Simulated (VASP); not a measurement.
Here is a VASP 6.6.1 calculation.

The input POSCAR:

```
CdTe
1.0
    0.0000000000      3.2314888045      3.2314888045
    3.2314888045      0.0000000000      3.2314888045
    3.2314888045      3.2314888045      0.0000000000
Cd Te
1 1
Direct
    0.0000000000      0.0000000000      0.0000000000
    0.2500000000      0.2500000000      0.2500000000
```

INCAR.step1

```
SYSTEM = CdTe
ALGO = Normal
EDIFF = 1E-4
ENCUT = 520
GGA = PE
ISMEAR = 0
LASPH = .True.
LCHARG = .False.
LREAL = .False.
LWAVE = .True.
NBANDS = 16
NELM = 60
PREC = Accurate
SIGMA = 0.01
```

The input INCAR.step2:

```
SYSTEM = CdTe
ALGO = Normal
EDIFF = 1E-6
ENCUT = 520
ISIF = 2
ISMEAR = 0
ISTART = 1
LASPH = .True.
LCHARG = .True.
LELF = .True.
LMIXTAU = .True.
LREAL = .False.
LVHAR = .True.
LWAVE = .False.
METAGGA = R2SCAN
NBANDS = 16
NELM = 60
PREC = Accurate
SIGMA = 0.01
```

Contents of KPOINTS:

```
k-points
0
Gamma
  5 5 5
  0 0 0
```

Potentials or basis: VASP PAW PBE potentials, release 64 (Cd, Te).

Command:

```sh
$ cat potpaw_PBE.64/Cd/POTCAR potpaw_PBE.64/Te/POTCAR > POTCAR
$ cp INCAR.step1 INCAR
$ mpirun -np 1 vasp_std > vasp.out
$ cp INCAR.step2 INCAR
$ mpirun -np 1 vasp_std > vasp.out
```

Problem. What does it give for the band gap on the k mesh?

Solution. 1.30 eV, direct.

Problem. Predict the pressure.

Solution. 2.1 GPa.

Caveat: the PAW data sets were made with another functional, which shifts forces and pressure a little; spin-orbit coupling is left out, which moves the levels of the heavy elements.

**Measured values to compare with.**

A printed reference work, data compilation reports, for a bulk crystal of CdTe at 0 K: band gap 1.607 eV.

Against the measured gap of CdTe, 1.607 eV (0 K; a printed reference work, data compilation), the calculated 1.30 eV is off by -0.31 eV. Spin-orbit coupling on Cd, Te is left out. The value is that of r2SCAN, without temperature or zero-point motion.
